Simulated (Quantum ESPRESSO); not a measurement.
The system is Ge.

```
Ge
1.0
     0.00000    2.82891    2.82891
     2.82891    0.00000    2.82891
     2.82891    2.82891    0.00000
Ge
2
Direct
  0.75000 0.75000 0.75000
  0.50000 0.50000 0.50000
```

| Item | Value |
| --- | --- |
| Program | Quantum ESPRESSO 7.5 |
| Task | phonons |
| Functional | PBE |
| Potentials or basis | SSSP 1.3 efficiency PBE |
| Cutoff | 748 eV |
| Density cutoff | 5987 eV |
| k mesh | 8 × 8 × 8 |
| Occupations | cold, width 0.2 eV |
| Spin | no spin polarisation |
| Mixing beta | 0.5 |
| Most SCF iterations | 120 |
| SCF threshold | 4e-10 Ry |

Task: Which optical modes does the crystal have at the zone centre, and which show in infrared and Raman spectra?

Result: The optical modes are T2g. None is infrared active. Raman active: T2g.

Optical modes at Γ, degenerate ones joined:
| cm⁻¹ | components | symmetry | active in |
| --- | --- | --- | --- |
| 291 | 3 | T2g | Raman |

Caveat: the cell is more than 3 GPa from zero pressure, which shifts response properties.
